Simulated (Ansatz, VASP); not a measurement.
**BiH4: VASP beside Ansatz**

```
Bi H
1.0
    -2.44933    2.44933    2.44933
     2.44933   -2.44933    2.44933
     2.44933    2.44933   -2.44933
Bi H
1 4
Direct
  0.00000 0.00000 0.00000
  0.50000 0.50000 0.50000
  0.50000 0.00000 0.00000
  0.00000 0.00000 0.50000
  0.00000 0.50000 0.00000
```

Change from the starting cell: species swapped into the Hg4Pt type (Im-3m, No. 229).

Alike in both runs: functional PBE; k mesh 12 × 12 × 12; occupations gaussian, width 0.1 eV; no spin polarisation.

Ansatz relaxed the structure, and its values are those at the end. VASP's run is a single point on that final structure, the one shown.

|  | VASP | Ansatz |
| --- | --- | --- |
| version | VASP 6.6.1 | Ansatz 0.2.0 |
| potentials or method | VASP PAW PBE potentials, release 64 (Bi_d, H) | scalar-relativistic, plane waves, PAW |
| plane-wave cutoff (eV) | 520 | 420 |
| valence electrons in the cell | 19 | 19 |

|  | VASP | Ansatz | Ansatz less VASP |
| --- | --- | --- | --- |
| gap on the k mesh at the Fermi level (eV) | none | none | - |
| pressure (GPa) | -0.1 | 0.0 | +0.10 |

A gap of «none» marks a metal or a gap that the smearing closes.

Caveats: spin-orbit coupling is left out, which moves the levels of the heavy elements.
